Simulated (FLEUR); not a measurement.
# MgSe under changes of volume

One of the cells (20.246 Å³/atom); the others are scaled copies at fixed shape and fractional positions:

```
Se Mg
1.0
     0.00000    2.72550    2.72550
     2.72550    0.00000    2.72550
     2.72550    2.72550    0.00000
Se Mg
1 1
Direct
  0.50000 0.50000 0.50000
  0.00000 0.00000 0.00000
```

* Program: FLEUR MaX-R8.1 (later development tree)
* Functional: r2SCAN
* Potentials or basis: all-electron
* Basis: FLAPW
* Kmax: 4.52 1/bohr
* k mesh: 8 × 8 × 8
* Occupations: fermi-dirac, width 0.05 eV
* Spin: no spin polarisation

| volume (Å³/atom) | energy over the lowest point (meV/atom) | gap on the mesh (eV) |
| --- | --- | --- |
| 19.031 | ? | ? |
| 19.436 | 11.72 | 2.56 |
| 20.246 | 0.00 | 2.49 |
| 21.056 | 2.42 | 2.43 |
| 21.461 | 8.08 | 2.40 |

Q: What does the run at 19.031 Å³/atom give?

A: Energy over the lowest point 23.83 meV/atom; gap on the mesh 2.60 eV.

Worked out: A Birch-Murnaghan fit of order 2 (a polynomial in V^(-2/3)) to the other rows has its minimum at 20.50 Å³/atom with B0 = V·E''(V) = 66 GPa. It gives 23.81 meV/atom at 19.031 Å³/atom, against the run's 23.83. A straight line through the other rows of the gap, of slope -1.61 eV per unit of ln V, extrapolates to 2.59 eV, against the run's 2.60.

Energies are extrapolated to zero smearing.

Caveats: the meta-GGA is that of a development version, with a GGA for the radial functions and cores and without core tails.

A mesh can miss the band edges. Spin-orbit coupling on Se is left out.
